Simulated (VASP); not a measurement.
# MoSe2 (P6_3/mmc) in VASP: further runs, part 2 of 2

VASP 6.6.1.

## Step 3: Relaxation of cell and atoms, PBE+D3(BJ)

This run uses another cell than the first one, of 19.74 Å³/atom, 0.981 times its volume.

INCAR

```
PREC = Accurate ; ENCUT = 600
EDIFF = 1E-7 ; ISMEAR = 0
SIGMA = 0.03 ; LREAL = F
LASPH = T ; NELM = 80
ALGO = Normal ; ISIF = 3
LWAVE = F ; LCHARG = F
GGA = PE ; IVDW = 12
IBRION = 2 ; NSW = 90
EDIFFG = -0.005 ; KPAR = 2
```

KPOINTS

```
regular mesh
0
Gamma
  9 9 2
```

POSCAR

```
MoSe2                                   
1.0
    3.2786626301      0.0000000000     -0.0000000000
   -1.6393313151      2.8394051281     -0.0000000000
   -0.0000000000     -0.0000000000     12.7250115947
  Mo              Se            
     2     4
Direct
     0.3333333332999970    0.6666666667000030    0.2500000000000000
     0.6666666667000030    0.3333333332999970    0.7500000000000000
     0.3333333332999970    0.6666666667000030    0.6183309794846089
     0.6666666667000030    0.3333333332999970    0.1183309794846090
     0.3333333332999970    0.6666666667000030    0.8816690205153911
     0.6666666667000030    0.3333333332999970    0.3816690205153910
```

Potentials or basis: VASP PAW PBE potentials, release 64 (Mo_sv, Se).

The run is started by

```bash
cat potpaw_PBE.64/Mo_sv/POTCAR potpaw_PBE.64/Se/POTCAR > POTCAR
mpirun -np 2 vasp_std > vasp.out
```

OUTCAR:

```text
PREC = Accurate
   ENCUT = 600
   EDIFF = 1E-7
   ISMEAR = 0
   LREAL = F
   LASPH = T
   NELM = 80
   ISIF = 3
   GGA = PE
   IVDW = 12
   IBRION = 2
   NSW = 90
   EDIFFG = -0.005
 IVDW          = 12

 ion  position               nearest neighbor table
   1  0.333  0.667  0.250-   4 2.53   6 2.53   4 2.53   6 2.53   4 2.53   6 2.53
   2  0.667  0.333  0.750-   3 2.53   5 2.53   3 2.53   5 2.53   3 2.53   5 2.53
   3  0.333  0.667  0.618-   2 2.53   2 2.53   2 2.53
   4  0.667  0.333  0.118-   1 2.53   1 2.53   1 2.53
   5  0.333  0.667  0.882-   2 2.53   2 2.53   2 2.53
   6  0.667  0.333  0.382-   1 2.53   1 2.53   1 2.53

  LATTYP: Found a hexagonal cell.
 ALAT       =     3.2786626301
 C/A-ratio  =     3.8811591891

  Lattice vectors:

 A1 = (   3.2786626301,   0.0000000000,   0.0000000000)
 A2 = (  -1.6393313151,   2.8394051281,   0.0000000000)
 A3 = (   0.0000000000,   0.0000000000,  12.7250115947)

Analysis of symmetry for initial positions (statically):
=====================================================================
 Subroutine PRICEL returns:
 Original cell was already a primitive cell.

 Routine SETGRP: Setting up the symmetry group for a
 hexagonal supercell.

 Subroutine GETGRP returns: Found 24 space group operations
 (whereof 12 operations were pure point group operations)
 out of a pool of 24 trial point group operations.

The static configuration has the point symmetry D_3d.
 The point group associated with its full space group is D_6h.

Analysis of symmetry for dynamics (positions and initial velocities):
=====================================================================
 Subroutine PRICEL returns:
 Original cell was already a primitive cell.
[... 135 lines left out ...]
     AMIX     =   0.40;   BMIX     =  1.00
     AMIX_MAG =   1.60;   BMIX_MAG =  1.00
  volume/ion in A,a.u.               =      19.74       133.24
  Fermi-wavevector in a.u.,A,eV,Ry     =   1.244176  2.351152 21.061467  1.547974
  Thomas-Fermi vector in A             =   2.378454
   LORBIT       =      0    0 simple, 1 ext, 2 COOP (PROOUT), +10 PAW based schemes
   GGA     = PE    functional components
   LHFCALC =     F    Hartree Fock is set to
   AEXX    =    0.0000 exact exchange contribution
   IVDW    =    12    specifies the selected vdW correction
   LEPSILON=     F    determine dielectric tensor
   LRPA    =     F    only Hartree local field effects (RPA)
 conjugate gradient relaxation of ions
 non-spin polarized calculation
 Gauss-broadening in eV      SIGMA  =   0.03
  energy-cutoff  :      600.00
  volume of cell :      118.46
 maximum number of plane-waves:      4011
 NGX is ok and might be reduce to    28
   NGX = 13   NGY = 13   NGZ = 51

 number of electron      52.0000002 magnetization

 Free energy of the ion-electron system (eV)
  ---------------------------------------------------
  ext. energy  EPLUGINS =         0.00000000
  ---------------------------------------------------
  free energy    TOTEN  =       -39.81063094 eV

  energy without entropy =      -39.81063094  energy(sigma->0) =      -39.81063094

 E-fermi :   6.9794     XC(G=0): -10.8319

 val. band max:        6.7250425878   @ k =   0.0000   0.0000   0.0000
 cond. band min:       7.5672623648   @ k =   0.2222   0.1111   0.0000
 fundamental gap:      0.8422197770
 Fermi energy:         6.9793525894

 k-point     1 :       0.0000    0.0000    0.0000
  band No.  band energies     occupation
      1     -54.4806      2.00000
      2     -54.4806      2.00000
      3     -28.6509      2.00000
      4     -28.6509      2.00000
      5     -28.4536      2.00000
      6     -28.4536      2.00000
[... 805 lines left out ...]
     30       8.7698      0.00000
     31       9.4237      0.00000

------------------------ aborting loop because EDIFF is reached ----------------------------------------

 Edisp (eV)   -2.87376

 E8    (eV) :    -1.2398

  FORCE on cell =-STRESS in cart. coord.  units (eV):
  Direction    XX          YY          ZZ          XY          YZ          ZX
  --------------------------------------------------------------------------------------
  -------------------------------------------------------------------------------------
  Total      -0.00792    -0.00792     0.02161     0.00000    -0.00000    -0.00000
  in kB      -0.10716    -0.10716     0.29226     0.00000    -0.00000    -0.00000
  external pressure =        0.03 kB  Pullay stress =        0.00 kB

 VOLUME and BASIS-vectors are now :
 -----------------------------------------------------------------------------
  energy-cutoff  :      600.00
  volume of cell :      118.46
      direct lattice vectors                 reciprocal lattice vectors
     3.278662630  0.000000000  0.000000000     0.305002409  0.176093223  0.000000000
    -1.639331315  2.839405128  0.000000000     0.000000000  0.352186446  0.000000000
     0.000000000  0.000000000 12.725011595     0.000000000  0.000000000  0.078585390

 POSITION                                       TOTAL-FORCE (eV/Angst)
 -----------------------------------------------------------------------------------
     -0.00000      1.89294      3.18125        -0.000000      0.000000      0.000000
      1.63933      0.94647      9.54376         0.000000      0.000000      0.000000
     -0.00000      1.89294      7.86827        -0.000000      0.000000      0.000053
      1.63933      0.94647      1.50576        -0.000000     -0.000000      0.000053
     -0.00000      1.89294     11.21925        -0.000000      0.000000     -0.000053
      1.63933      0.94647      4.85674        -0.000000     -0.000000     -0.000053
 -----------------------------------------------------------------------------------
    total drift:                               -0.000000      0.000000     -0.000000

  FREE ENERGIE OF THE ION-ELECTRON SYSTEM (eV)
  ---------------------------------------------------
  free  energy   TOTEN  =       -42.6843958050 eV

  energy  without entropy=      -42.6843958050  energy(sigma->0) =      -42.68439580

 reached required accuracy - stopping structural energy minimisation
```

CONTCAR:

```text
MoSe2
   1.00000000000000
     3.2786626300999999    0.0000000000000000    0.0000000000000000
    -1.6393313151000000    2.8394051281000001    0.0000000000000000
     0.0000000000000000    0.0000000000000000   12.7250115946999998
  Mo              Se
     2     4
Direct
     0.3333333332999970    0.6666666667000030    0.2500000000000000
     0.6666666667000030    0.3333333332999970    0.7500000000000000
     0.3333333332999970    0.6666666667000030    0.6183309794846110
     0.6666666667000030    0.3333333332999970    0.1183309794846110
     0.3333333332999970    0.6666666667000030    0.8816690205153890
     0.6666666667000030    0.3333333332999970    0.3816690205153890

  0.00000000E+00  0.00000000E+00  0.00000000E+00
  0.00000000E+00  0.00000000E+00  0.00000000E+00
  0.00000000E+00  0.00000000E+00  0.00000000E+00
  0.00000000E+00  0.00000000E+00  0.00000000E+00
  0.00000000E+00  0.00000000E+00  0.00000000E+00
  0.00000000E+00  0.00000000E+00  0.00000000E+00
```

It took 76 s on 2 MPI ranks of AMD EPYC 7R13 (Zen 3), shared host; peak memory 0.3 GiB.

What came out:

```
Free energy                : -42.6844 eV
Pressure after relaxing    : 0.0 GPa
Band gap on the k mesh     : 0.84 eV, indirect (least direct gap 1.46 eV)
Dispersion energy per atom : -0.479 eV
```

Final structure:
```
Mo Se
1.0
     3.27866    0.00000    0.00000
    -1.63933    2.83941    0.00000
     0.00000    0.00000   12.72501
Mo Se
2 4
Direct
  0.33333 0.66667 0.25000
  0.66667 0.33333 0.75000
  0.33333 0.66667 0.61833
  0.66667 0.33333 0.11833
  0.33333 0.66667 0.88167
  0.66667 0.33333 0.38167
```

Caveat: the relaxation stopped at its first step, so nothing moved; an odd mesh through Γ misses points on the zone boundary, where band edges often lie. PBE gaps usually lie below the measured ones, often by a third to a half.

## Step 4: Relaxation of shape and atoms at fixed volume, PBE+D3(BJ) (a relaxed cell with its volume scaled by 0.94)

INCAR

```
PREC = Accurate ; ENCUT = 600
EDIFF = 1E-7 ; ISMEAR = 0
SIGMA = 0.03 ; LREAL = F
LASPH = T ; NELM = 80
ALGO = Normal ; ISIF = 4
LWAVE = F ; LCHARG = F
GGA = PE ; IVDW = 12
IBRION = 2 ; NSW = 40
EDIFFG = -0.01 ; KPAR = 2
```

KPOINTS is that of step 3.

POSCAR

```
MoSe2                                   
1.0
    3.2117323676      0.0000000000      0.0000000000
   -1.6058661839      2.7814418205      0.0000000000
    0.0000000000      0.0000000000     12.4652445914
  Mo              Se            
     2     4
Direct
     0.3333333332999970    0.6666666667000030    0.2500000000000000
     0.6666666667000030    0.3333333332999970    0.7500000000000000
     0.3333333332999970    0.6666666667000030    0.6183309794846110
     0.6666666667000030    0.3333333332999970    0.1183309794846110
     0.3333333332999970    0.6666666667000030    0.8816690205153890
     0.6666666667000030    0.3333333332999970    0.3816690205153890
```

The run is started by

```bash
cat potpaw_PBE.64/Mo_sv/POTCAR potpaw_PBE.64/Se/POTCAR > POTCAR
mpirun -np 2 vasp_std > vasp.out
```

Run time: 4.8 min. Hardware: 2 MPI ranks of AMD EPYC 7R13 (Zen 3), shared host; peak memory 0.3 GiB.

The run converged. Its results:

```
Free energy                  : -42.6012 eV
Energy gained by relaxing    : 19.4 meV/atom
Ionic steps                  : 7
Pressure after relaxing      : 4.0 GPa
Largest force after relaxing : 0.010 eV/Å
Band gap on the k mesh       : 0.65 eV, indirect (least direct gap 1.50 eV)
Dispersion energy per atom   : -0.510 eV
```

Forces on the atoms (eV/Å):
```
Mo   0.000  0.000  0.000
Mo   0.000  0.000  0.000
Se   0.000  0.000  0.010
Se   0.000  0.000  0.010
Se   0.000  0.000 -0.010
Se   0.000  0.000 -0.010
```

Step by step:
```
step  energy change (eV)  largest force (eV/Å)  pressure (GPa)
   1              0.0000                1.0070            9.42
   2             -0.0842                0.0538            4.64
   3             -0.0865                0.0876            5.28
   4             -0.1110                0.0483            4.57
   5             -0.1166                0.0143            4.08
   6             -0.1166                0.0125            4.05
   7             -0.1167                0.0099            3.97
```

Final structure:
```cif
data_structure
_symmetry_space_group_name_H-M 'P 1'
_symmetry_Int_Tables_number 1
_cell_length_a 3.2355
_cell_length_b 3.2355
_cell_length_c 12.2826
_cell_angle_alpha 90.000
_cell_angle_beta 90.000
_cell_angle_gamma 120.000
_cell_volume 111.36
loop_
_atom_site_label
_atom_site_type_symbol
_atom_site_fract_x
_atom_site_fract_y
_atom_site_fract_z
_atom_site_occupancy
Mo1 Mo 0.33333 0.66667 0.25000 1
Mo2 Mo 0.66667 0.33333 0.75000 1
Se1 Se 0.33333 0.66667 0.61318 1
Se2 Se 0.66667 0.33333 0.11318 1
Se3 Se 0.33333 0.66667 0.88682 1
Se4 Se 0.66667 0.33333 0.38682 1
```

Levels at points of the mesh, in eV from the valence-band top:
```
           k point  band 23  band 24  band 25  band 26  band 27  band 28  band 29  band 30
(0.00, 0.00, 0.00)    -1.52    -1.47    -0.44     0.00     2.41     2.41     2.49     2.50
(0.00, 0.00, 0.50)    -1.57    -1.57    -0.12    -0.12     2.42     2.42     2.42     2.42
```

Caveat: an odd mesh through Γ misses points on the zone boundary, where band edges often lie.
